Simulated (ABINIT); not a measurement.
# Beyond one shot: GaN (P6_3mc), part 3 of 3

Aim: iterate the self-energy on GaN (P6_3mc) and follow the gap from cycle to cycle.

ABINIT 10.8.3; PBE and many-body steps on it, plane waves. Known limits of the many-body steps: not at the basis limit; no spin-orbit coupling.

So far. Step 10 (evGW, cycle 1): Against G0W0 in ABINIT (6×6×4 mesh, 81 bands, screening to 130.6 eV, Godby-Needs plasmon pole), the gap moves by +0.391 eV. Step 13 (evGW, cycle 2): Against the cycle before, the gap moves by +0.028 eV.

The database entry behind the starting cell differs from later determinations by our own check (about 0.3 % short, ideal inner coordinate), so it need not match the best structure at ambient conditions.

## (14) Screening, 6×6×4 mesh, 81 bands, screening to 130.6 eV

This step: RPA screening on PBE, plane waves, norm-conserving pseudopotentials.

run.abi

```
acell 3*1.0 Angstrom
rprim 
  3.179999999980 0.000000000005 0.000000000000
  -1.589999999994 2.753960784015 0.000000000000
  0.000000000000 0.000000000000 5.166000000000
ntypat 2
znucl 31 7
natom 4
typat 1 1 2 2
xred 
  0.333333333333 0.666666666667 0.000000000000
  0.666666666667 0.333333333333 0.500000000000
  0.333333333333 0.666666666667 0.375000000000
  0.666666666667 0.333333333333 0.875000000000
pp_dirpath "pseudos"
pseudos "Ga.upf, N.upf"
ecut 45
ngkpt 6 6 4
nshiftk 1
shiftk 0 0 0
kptopt 1
chksymbreak 0
istwfk *1
occopt 1
irdwfk 1
optdriver 3
nband 81
ecuteps 4.8
inclvkb 2
awtr 1
symchi 1
gwcalctyp 10
mbpt_sciss 1.666 eV
nqptdm 1
qptdm 
  0 0 0
indata_prefix "in"
outdata_prefix "out"
tmpdata_prefix "tmp"
```

Command:

```
$ OMP_NUM_THREADS=1 mpirun -n 4 abinit run.abi > log
```

Numbers of over 12 decimals in the logs are rounded to 6 here.

What it wrote:

```text
.Version 10.8.3 of ABINIT. v10.8.2 released Aug 2026.

 Symmetries : space group P6_3 m c (#186); Bravais hP (primitive hexag.)
[... echo of the input left out ...]
== DATASET  1 ==================================================================
-   mpi_nproc: 4, omp_nthreads: 1 (-1 if OMP is not activated)

--- !DatasetInfo
iteration_state: {dtset: 1, }
dimensions: {natom: 4, nkpt: 21, mband: 81, nsppol: 1, nspinor: 1, nspden: 1, mpw: 4428, }
cutoff_energies: {ecut:  45.0, pawecutdg:  -1.0, }
[...]
[... chi0 elements left out ...]
 For q-point:  0.000010 0.000020 0.000030
  dielectric constant =   4.8169
  dielectric constant without local fields =   5.1135

  Average fulfillment of the sum rule on Im[epsilon] for q-point    1 :     32.80  [%]
[... wings left out ...]
== END DATASET(S) ==============================================================
================================================================================

 -outvars: echo values of variables after computation  --------
           etotal      0.0000000000E+00
            nband          81
             nkpt          21
          spgroup         186
 [... the other variables as echoed above ...]

 Calculation completed.
```

Elapsed: 21 s, on 4 MPI ranks of Arm Neoverse V1, shared host; peak memory 1.6 GiB; 83 s of CPU time.

This step gave:

```
ε∞ with local fields, on this mesh, along the program's q direction : 4.817
the same without local fields                                       : 5.114
plasma frequency                                                    : 39.81 eV
plane waves in the screening matrix                                 : 147
```

This screening uses the functional's bands under a rigid shift, the mean opening of the cycle before.

## (15) Screening, 6×6×4 mesh, 81 bands, screening to 130.6 eV

This step: RPA screening on PBE from quasiparticle energies, plane waves, norm-conserving pseudopotentials.

Changes to run.abi since step 14:

```diff
@@ -31,7 +31,26 @@
 symchi 1
+irdqps 1
 gwcalctyp 10
-mbpt_sciss 1.666 eV
-nqptdm 1
+nqptdm 20
 qptdm 
-  0 0 0
+  0.1666666667 0.0000000000 0.0000000000
+  0.3333333333 0.0000000000 0.0000000000
+  0.5000000000 0.0000000000 0.0000000000
+  0.1666666667 0.1666666667 0.0000000000
+  0.3333333333 0.1666666667 0.0000000000
+  0.3333333333 0.3333333333 0.0000000000
+  0.0000000000 0.0000000000 0.2500000000
+  0.1666666667 0.0000000000 0.2500000000
+  0.3333333333 0.0000000000 0.2500000000
+  0.5000000000 0.0000000000 0.2500000000
+  0.1666666667 0.1666666667 0.2500000000
+  0.3333333333 0.1666666667 0.2500000000
+  0.3333333333 0.3333333333 0.2500000000
+  0.0000000000 0.0000000000 0.5000000000
+  0.1666666667 0.0000000000 0.5000000000
+  0.3333333333 0.0000000000 0.5000000000
+  0.5000000000 0.0000000000 0.5000000000
+  0.1666666667 0.1666666667 0.5000000000
+  0.3333333333 0.1666666667 0.5000000000
+  0.3333333333 0.3333333333 0.5000000000
 indata_prefix "in"
```

mrgscr.stdin

```
2
merged
q0_SCR
out_SCR
1
```

Command:

```
$ OMP_NUM_THREADS=1 mpirun -n 4 abinit run.abi > log; mrgscr < mrgscr.stdin
```

What it wrote:

```text
.Version 10.8.3 of ABINIT. v10.8.2 released Aug 2026.

 Symmetries : space group P6_3 m c (#186); Bravais hP (primitive hexag.)
[... echo of the input left out ...]
== DATASET  1 ==================================================================
-   mpi_nproc: 4, omp_nthreads: 1 (-1 if OMP is not activated)

--- !DatasetInfo
iteration_state: {dtset: 1, }
dimensions: {natom: 4, nkpt: 21, mband: 81, nsppol: 1, nspinor: 1, nspden: 1, mpw: 4428, }
cutoff_energies: {ecut:  45.0, pawecutdg:  -1.0, }
[...]
q-point number  1        q = ( 0.166667, 0.000000, 0.000000) [r.l.u.]
--------------------------------------------------------------------------------
[... chi0 elements left out ...]
  Average fulfillment of the sum rule on Im[epsilon] for q-point    2 :     42.76  [%]

--------------------------------------------------------------------------------
  q-point number  2        q = ( 0.333333, 0.000000, 0.000000) [r.l.u.]
--------------------------------------------------------------------------------
[... chi0 elements left out ...]
  Average fulfillment of the sum rule on Im[epsilon] for q-point    3 :     37.03  [%]

 [... 18 further q-points ...]
```

Elapsed: 3.5 min, on 4 MPI ranks; peak memory 1.7 GiB; 14 min of CPU time.

Numbers from this step:

```
plasma frequency                    : 39.81 eV
plane waves in the screening matrix : 147
```

This screening reads the quasiparticle levels of the cycle before.

## (16) evGW, cycle 3

This step: evGW on PBE, plane waves, norm-conserving pseudopotentials.

Changes to run.abi since step 15:

```diff
@@ -25,12 +25,10 @@
 irdwfk 1
-optdriver 3
+optdriver 4
 nband 81
-ecuteps 4.8
-inclvkb 2
-awtr 1
-symchi 1
-irdqps 1
 gwcalctyp 10
-nqptdm 20
-qptdm 
+ecutsigx 45
+symsigma 1
+nkptgw 21
+kptgw 
+  0.0000000000 0.0000000000 0.0000000000
   0.1666666667 0.0000000000 0.0000000000
@@ -55,2 +53,28 @@
   0.3333333333 0.3333333333 0.5000000000
+bdgw 
+  21 40
+  21 40
+  21 40
+  21 40
+  21 40
+  21 40
+  21 40
+  21 40
+  21 40
+  21 40
+  21 40
+  21 40
+  21 40
+  21 40
+  21 40
+  21 40
+  21 40
+  21 40
+  21 40
+  21 40
+  21 40
+ecuteps 4.8
+irdscr 1
+ppmodel 1
+irdqps 1
 indata_prefix "in"
```

Command:

```
$ OMP_NUM_THREADS=1 mpirun -n 4 abinit run.abi > log
```

What it wrote:

```text
.Version 10.8.3 of ABINIT. v10.8.2 released Aug 2026.

 Symmetries : space group P6_3 m c (#186); Bravais hP (primitive hexag.)
[... echo of the input left out ...]
== DATASET  1 ==================================================================
-   mpi_nproc: 4, omp_nthreads: 1 (-1 if OMP is not activated)

--- !DatasetInfo
iteration_state: {dtset: 1, }
dimensions: {natom: 4, nkpt: 21, mband: 81, nsppol: 1, nspinor: 1, nspden: 1, mpw: 4428, }
cutoff_energies: {ecut:  45.0, pawecutdg:  -1.0, }
[...]
.  kptgw no:  3; Maximum DeltaE = (  -0.003   0.002) for band index: 20
[...]
.  kptgw no: 20; Maximum DeltaE = (   0.004  -0.007) for band index: 20
.  kptgw no: 21; Maximum DeltaE = (   0.008  -0.009) for band index: 19

== END DATASET(S) ==============================================================
================================================================================

 -outvars: echo values of variables after computation  --------
           etotal      0.0000000000E+00
            nband          81
             nkpt          21
          spgroup         186
 [... the other variables as echoed above ...]

 Calculation completed.
```

It took 14 min on 4 MPI ranks; peak memory 3.6 GiB.

This step gave:

```yaml
quasiparticle_gap_on_the_mesh: 3.255 eV
gap_of_the_density_functional_on_the_mesh: 1.995 eV
k_of_the_valence_top: 0, 0, 0
k_of_the_conduction_bottom: 0, 0, 0
least_direct_quasiparticle_gap_on_the_computed_points: 3.255 eV
```

Against the cycle before, the gap moves by +0.004 eV.

## (17) Side by side

Times are wall times on 4 MPI ranks of Arm Neoverse V1, shared host, good to a factor of about two. A run's time includes the screening step that it read.

```
           run   mesh  bands  screening cutoff (eV)  DFT gap (eV)  gap on the mesh (eV)  direct (eV)  ε∞ used     time
          G0W0  6×6×4     81                  130.6         1.995                 2.832        2.832     5.77  3.9 min
evGW0, cycle 1  6×6×4     81                  130.6         1.995                 3.012        3.012     5.77   18 min
evGW0, cycle 2  6×6×4     81                  130.6         1.995                 2.970        2.970     5.77   18 min
evGW0, cycle 3  6×6×4     81                  130.6         1.995                 2.966        2.966     5.77   18 min
 evGW, cycle 1  6×6×4     81                  130.6         1.995                 3.223        3.223     4.97   18 min
 evGW, cycle 2  6×6×4     81                  130.6         1.995                 3.251        3.251     4.83   18 min
 evGW, cycle 3  6×6×4     81                  130.6         1.995                 3.255        3.255     4.82   18 min
```

## (18) What came out

| Quantity | Value |
| --- | --- |
| G0W0 | 2.832 eV |
| evGW0, cycle 1 | 3.012 eV |
| evGW0, cycle 2 | 2.970 eV |
| evGW0, cycle 3 | 2.966 eV |
| evGW, cycle 1 | 3.223 eV |
| evGW, cycle 2 | 3.251 eV |
| evGW, cycle 3 | 3.255 eV |
| known limits | not at the basis limit; no spin-orbit coupling |

In words: Only the bands that the input lists are updated; the others, empty or deep, keep the functional's energies or take a rigid shift. The evGW loop starts from the last levels of evGW0, so its cycles and time come on top of those. evGW0 ends at 2.97 eV, +0.13 eV from G0W0, after 3 cycles that took 42 min beside the first screening; the last moved the gap by 0.004 eV. evGW ends at 3.25 eV, +0.42 eV from G0W0, after 3 cycles that took 54 min beside the first screening; the last moved the gap by 0.004 eV. The first cycle of evGW0 takes the full correction, without the factor Z, so it overshoots the one-shot value. Bands and cutoff are finite, so the gap is not at the basis limit. The miss can reach some tenths of an eV and take either sign; the mesh is an error of its own. In the updated screening the q = 0 part is built from Kohn-Sham bands under a rigid shift, the other q from the quasiparticle levels. The many-body steps are scalar-relativistic: spin-orbit coupling is not in them.

[Paths, hosts, dates, memory and timing lines, banners, echoed tables and standing remarks are left out of the program output.]

[Logs are printed without paths, hosts, clocks, repeated set-up lines and the standing remarks that a program may print on its own settings, such as how far it seeks lower states.]

[Runs of the session that timed out or met a known fault of the program may be left out.]

[Hosts, paths, dates, database ids (printed as entryN), source tags and the programs' standing remarks are cut or masked in the printed files.]

[G0W0 gaps are taken among the corrected bands and points alone; a level outside them can change the order at an edge.]

[Where Ansatz stands beside ABINIT at settings called matched, ABINIT's density can come from a denser mesh and the files from another edition; pairs whose starting gaps differed by over 0.03 eV were left out, so agreement reads better than it is.]
